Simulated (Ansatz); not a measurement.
# BaS: the cost of one run

Computed with Ansatz 0.2.0 (DFT PBE, scalar-relativistic, plane waves, PAW, unless a step's input says otherwise).

4 further runs of the same task are left out: 2 that didn't finish, 2 set aside as unsound or not needed.

**1. Starting point**

Symmetry: Fm-3m, No. 225, cubic system. The conventional cell has a = 6.388 Å, b = 6.388 Å, c = 6.388 Å, α = 90.00°, β = 90.00°, γ = 90.00°. Ba (site symmetry m-3m) is surrounded by 6 S at 3.19 Å. S (site symmetry m-3m) is surrounded by 6 Ba at 3.19 Å.

As a file:

```cif
data_structure
_symmetry_space_group_name_H-M 'Fm-3m'
_symmetry_Int_Tables_number 225
_cell_length_a 6.3875
_cell_length_b 6.3875
_cell_length_c 6.3875
_cell_angle_alpha 90.000
_cell_angle_beta 90.000
_cell_angle_gamma 90.000
_cell_volume 260.61
loop_
_atom_site_label
_atom_site_type_symbol
_atom_site_symmetry_multiplicity
_atom_site_Wyckoff_symbol
_atom_site_fract_x
_atom_site_fract_y
_atom_site_fract_z
_atom_site_occupancy
Ba1 Ba 4 a 0.00000 0.00000 0.00000 1
S1 S 4 b 0.50000 0.00000 0.00000 1
```

No relaxation comes first: the listed cell is the starting point.

**2. The reference cell**

Reference values: F = -6855.8609 eV; pressure 0.83 GPa; largest force 0.000 eV/Å; gap on the mesh 2.21 eV. It was computed beforehand with the settings of the runs below.

**3. The scan: one atom moved over a plane**

Atom 1 (Ba) is moved by p along (0.707, 0.707, 0.000) and q along (0.000, 0.000, 1.000) (Å), all else fixed; its images in the other cells move with it. Points alike by symmetry are run once.

**4. Point p = -0.200, q = -0.200**

The input, input.yaml:

```yaml
crystal:
  lattice:
    - [0.0, 3.19375, 3.19375]
    - [3.19375, 0.0, 3.19375]
    - [3.19375, 3.19375, 0.0]
  atoms:
    - { symbol: Ba, position: [-0.0313111546, -0.0313111546, -0.0129695049] }
    - { symbol: S, position: [0.5, 0.5, 0.5] }
basis:
  ecutwfc: 420
kpoints:
  mp_grid: { grid: [8, 8, 8] }
hamiltonian:
  xc: pbe
scf:
  occupations: { method: gaussian, width: 0.05 }
output:
  forces: true
  stress: true
  eigenvalues: true
```

Started as:

```sh
$ ansatz run input.yaml --threads 1 --pin off --max-ram 1228MiB --backend cpu --events-out ev --progress --plain --runs-dir out
```

Q: Estimate wall time and peak memory on 1 thread of an x86-64 CPU, shared host.

About 5.8 s, with a peak of 0.57 GiB.
